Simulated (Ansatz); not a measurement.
SiO2: course of a relaxation

All numbers below come from Ansatz, DFT r2SCAN, scalar-relativistic, plane waves, PAW. Run with 500 eV cutoff, 6×6×6 k-mesh, Gaussian smearing of 0.02 eV, no spin polarisation.

What was changed: shear of c along a, cell held, atoms relaxed: +1.0 %.

Command:

```bash
ansatz run input.yaml --threads 2 --pin off --max-ram 5120MiB --backend cpu --events-out ev --progress --plain --runs-dir out
```

Input:

```yaml
crystal:
  lattice:
    - [-4.4693744152, 4.4693744152, 2.6157360999]
    - [4.4693744152, -4.4693744152, 2.6157360999]
    - [4.4280773237, 4.5106715067, -2.5915666562]
  atoms:
    - { symbol: Si, position: [0.1769634091, 0.1769634091, 0.3539268182] }
    - { symbol: Si, position: [0.8230365909, 0.1769634091, 0.0] }
    - { symbol: Si, position: [0.1769634091, 0.8230365909, 0.0] }
    - { symbol: Si, position: [0.8230365909, 0.8230365909, 0.6460731819] }
    - { symbol: O, position: [0.5, 0.5, 0.5] }
    - { symbol: O, position: [0.0, 0.5, 0.0] }
    - { symbol: O, position: [0.5, 0.0, 0.0] }
    - { symbol: O, position: [0.0, 0.0, 0.5] }
    - { symbol: O, position: [0.0, 0.208840375, 0.208840375] }
    - { symbol: O, position: [0.791159625, 0.0, 0.791159625] }
    - { symbol: O, position: [0.208840375, 0.0, 0.208840375] }
    - { symbol: O, position: [0.0, 0.791159625, 0.791159625] }
basis:
  ecutwfc: 500
kpoints:
  mp_grid: { grid: [6, 6, 6] }
hamiltonian:
  xc: r2scan
scf:
  occupations: { method: gaussian, width: 0.02 }
output:
  forces: true
  stress: true
  eigenvalues: true
relax:
  adjacent_minimum: "off"
  f_tol: 0.008
  max_steps: 40
```

F is the free energy.

Steps:

| step | F − F(1) (eV) | largest force component (eV/Å) |
| --- | --- | --- |
| 1 | 0.0000 | 0.240 |
| 2 | -0.0034 | 0.137 |
| 3 | -0.0077 | 0.026 |
| 4 | -0.0085 | 0.053 |
| 5 | -0.0091 | 0.004 |
| 6 | -0.0091 | 0.004 |

Relaxed structure:

```cif
data_structure
_symmetry_space_group_name_H-M 'P 1'
_symmetry_Int_Tables_number 1
_cell_length_a 6.8405
_cell_length_b 6.8405
_cell_length_c 6.8316
_cell_angle_alpha 98.798
_cell_angle_beta 97.884
_cell_angle_gamma 135.037
_cell_volume 209.00
loop_
_atom_site_label
_atom_site_type_symbol
_atom_site_fract_x
_atom_site_fract_y
_atom_site_fract_z
_atom_site_occupancy
Si1 Si 0.17581 0.17912 0.35391 1
Si2 Si 0.82469 0.17859 0.00331 1
Si3 Si 0.17531 0.82141 0.99669 1
Si4 Si 0.82419 0.82088 0.64609 1
O1 O 0.50000 0.50000 0.50000 1
O2 O 0.00000 0.50000 0.00000 1
O3 O 0.50000 0.00000 0.00000 1
O4 O 0.00000 0.00000 0.50000 1
O5 O 0.00039 0.21611 0.21571 1
O6 O 0.79780 0.99955 0.79825 1
O7 O 0.20220 0.00045 0.20175 1
O8 O 0.99961 0.78389 0.78429 1
```

It takes space group P-1 (No. 2, triclinic). The conventional cell has a = 5.231 Å, b = 6.832 Å, c = 6.841 Å, α = 81.20°, β = 67.52°, γ = 67.71°. Si (site symmetry 1) has 4 O at 1.60 to 1.61 Å as nearest neighbours. Around Si (site symmetry 1) lie 4 O at 1.60 to 1.61 Å. O (site symmetry -1) is surrounded by 2 Si at 1.60 Å. O (site symmetry -1) has 2 Si at 1.60 Å as nearest neighbours. O (site symmetry -1) has 2 Si at 1.60 Å as nearest neighbours. Around O (site symmetry -1) lie 2 Si at 1.60 Å. O (site symmetry 1) is surrounded by 2 Si at 1.61 Å. O (site symmetry 1) is surrounded by 2 Si at 1.61 Å.

The run converged. It took 2.8 min on 2 threads of Intel(R) Xeon(R) 6975P-C (Granite Rapids), on a shared host, peak memory 1.5 GiB.